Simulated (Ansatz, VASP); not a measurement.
This is a calculation of HgTe for VASP 6.6.1.

The input INCAR:

```
PREC = Accurate ; ENCUT = 520
EDIFF = 1E-6 ; ISMEAR = -1
SIGMA = 0.05 ; LREAL = F
LASPH = T ; NELM = 100
ALGO = Normal ; ISIF = 2
LWAVE = F ; LCHARG = T
GGA = PS ; LELF = T
LVHAR = T ; NBANDS = 16
```

KPOINTS

```
regular mesh
0
Gamma
  7 7 7
```

File POSCAR:

```
HgTe
1.0
    0.0000000000      3.1150838257      3.1150838257
    3.1150838257      0.0000000000      3.1150838257
    3.1150838257      3.1150838257      0.0000000000
Hg Te
1 1
Direct
    0.0000000000      0.0000000000      0.0000000000
    0.5000000000      0.5000000000      0.5000000000
```

Potentials or basis: VASP PAW PBE potentials, release 64 (Hg, Te).

Launch:

```bash
$ cat potpaw_PBE.64/Hg/POTCAR potpaw_PBE.64/Te/POTCAR > POTCAR
$ mpirun -np 1 vasp_std > vasp.out
```

**Question.** Set up the same calculation for Ansatz 0.2.0. Potentials there: Ansatz PAW.

**Answer.** As run (the cutoff follows the program's own potentials):

input.yaml

```yaml
crystal:
  lattice:
    - [0.0, 3.1150838257, 3.1150838257]
    - [3.1150838257, 0.0, 3.1150838257]
    - [3.1150838257, 3.1150838257, 0.0]
  atoms:
    - { symbol: Hg, position: [0.0, 0.0, 0.0] }
    - { symbol: Te, position: [0.5, 0.5, 0.5] }
hamiltonian:
  xc: pbesol
  pseudopotentials: { kind: paw }
kpoints:
  mp_grid: { grid: [7, 7, 7] }
scf:
  occupations: { method: fermi_dirac, width: 0.05 }
output:
  forces: true
  stress: true
  eigenvalues: true
```

Potentials or basis: Ansatz PAW.

Launch:

```sh
$ ansatz run input.yaml --threads 2 --pin off --max-ram 5632MiB --backend cpu --events-out ev --progress --plain --runs-dir out
```

Both were run:

|  | VASP | Ansatz | Ansatz less VASP |
| --- | --- | --- | --- |
| gap on the k mesh at the Fermi level (eV) | none | none | - |
| pressure (GPa) | -4.8 | -4.9 | -0.11 |

A gap of «none» marks a metal or a gap that the smearing closes. The two sets of potentials don't hold the same shells in valence.

Caveats: the PAW data sets were made with another functional, which shifts forces and pressure a little (VASP); the PAW data sets come from PBE, with cores solved anew for the run's functional, which leaves a small shift of forces and pressure (Ansatz). The runs have no spin-orbit coupling, so splittings on Hg, Te are missing.
